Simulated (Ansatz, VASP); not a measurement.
One calculation of As, two programs

INCAR

```
ALGO = Normal
EDIFF = 1E-6
ENCUT = 520
GGA = PE
ISIF = 2
ISMEAR = -1
LASPH = T
LCHARG = F
LREAL = F
LWAVE = F
NBANDS = 12
NELM = 60
PREC = Accurate
SIGMA = 0.05
```

The input KPOINTS:

```
k-points
0
Gamma
  9 9 9
```

The input POSCAR:

```
As
1.0
    1.8424025153      1.0637115881      3.4423263150
   -1.8424025153      1.0637115881      3.4423263150
    0.0000000000     -2.1274231763      3.4423263150
As
2
Direct
    0.2260000000      0.2260000000      0.2260000000
    0.7740000000      0.7740000000      0.7740000000
```

Contents of input.yaml:

```yaml
crystal:
  lattice:
    - [1.8424025153, 1.0637115881, 3.442326315]
    - [-1.8424025153, 1.0637115881, 3.442326315]
    - [0.0, -2.1274231763, 3.442326315]
  atoms:
    - { symbol: As, position: [0.226, 0.226, 0.226] }
    - { symbol: As, position: [0.774, 0.774, 0.774] }
hamiltonian:
  xc: pbe
  pseudopotentials: { kind: paw }
kpoints:
  mp_grid: { grid: [9, 9, 9] }
scf:
  occupations: { method: fermi_dirac, width: 0.05 }
output:
  forces: true
  stress: true
  eigenvalues: true
```

Alike in both runs: task single point; functional PBE; k mesh 9 × 9 × 9; occupations fermi-dirac, width 0.05 eV; no spin polarisation.

```csv
,VASP,Ansatz
version,VASP 6.6.1,Ansatz 0.2.0
potentials or method,"VASP PAW PBE potentials, release 64 (As)",Ansatz PAW
plane-wave cutoff (eV),520,420
valence electrons in the cell,10,30
```

Ansatz gave:

```
gap on the k mesh at the Fermi level (eV)       : none
pressure (GPa)                                  : 9.5
largest component of the traceless stress (GPa) : 1.79
rms of the force components (eV/Å)              : 0.512
```

Problem. Estimate VASP's values.

Solution. gap on the k mesh at the Fermi level (eV): none; pressure (GPa): 10.0; largest component of the traceless stress (GPa): 1.93; rms of the force components (eV/Å): 0.557.

Atom by atom the forces differ by 0.045 eV/Å (rms over components). A gap of «none» marks a metal or a gap that the smearing closes. The two sets of potentials don't hold the same shells in valence.
